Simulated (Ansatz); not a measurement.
# CdS: what symmetry allows forces and stress to be

```
Cd S
1.0
     4.24689    0.00000    0.00000
    -2.12345    3.59710   -0.01620
     0.00000   -0.02548    5.87876
Cd S
1 1
Direct
  0.99613 0.99226 0.44427
  0.67054 0.34108 0.43273
```

Level of theory: Ansatz, DFT PBE, scalar-relativistic, plane waves, PAW.

Cutoff 420 eV; k points 9×9×6 on the computed 2-atom cell (Γ-centred); Gaussian smearing, width 0.02 eV; no spin polarisation.

This distorted cell has space group Cm, with 2 operations.

Without a calculation: in which directions can each atom feel a force?

A force must be left unchanged by every operation that keeps its atom in place, so it lies in the space that those operations leave fixed. Atoms that the group maps onto each other feel forces of one size.
```json
{"atom": "Cd1", "site symmetry": "m", "operations at the site": "2", "equivalent to atom": "1", "allowed force (Cartesian)": "in the plane normal to (1.00, 0.00, 0.00)"}
{"atom": "S2", "site symmetry": "m", "operations at the site": "2", "equivalent to atom": "2", "allowed force (Cartesian)": "in the plane normal to (1.00, 0.00, 0.00)"}
```

That leaves 4 independent force components of 6, tied by 2 conditions that the forces sum to zero, so 2 remain. A relaxation in this cell that keeps the symmetry moves the atoms in these directions alone.

And the stress tensor?

It must be invariant under the point group, which leaves 4 independent components: xz, xy vanish.

Do the computed values obey this?

Yes. Forces (eV/Å):
```
Cd1  0.000  0.828  0.008
S2   0.000 -0.828 -0.008
```

Stress (GPa, compression positive, xx yy zz yz xz xy): -0.16 3.84 0.00 0.08 0.00 0.00. The program imposes the same operations on density, forces and stress, so this confirms the analysis and is no independent test of the calculation.

 The cell holds layers, and where no dispersion correction was added their binding is poorly described.

This form isn't the usual stable structure of the compound.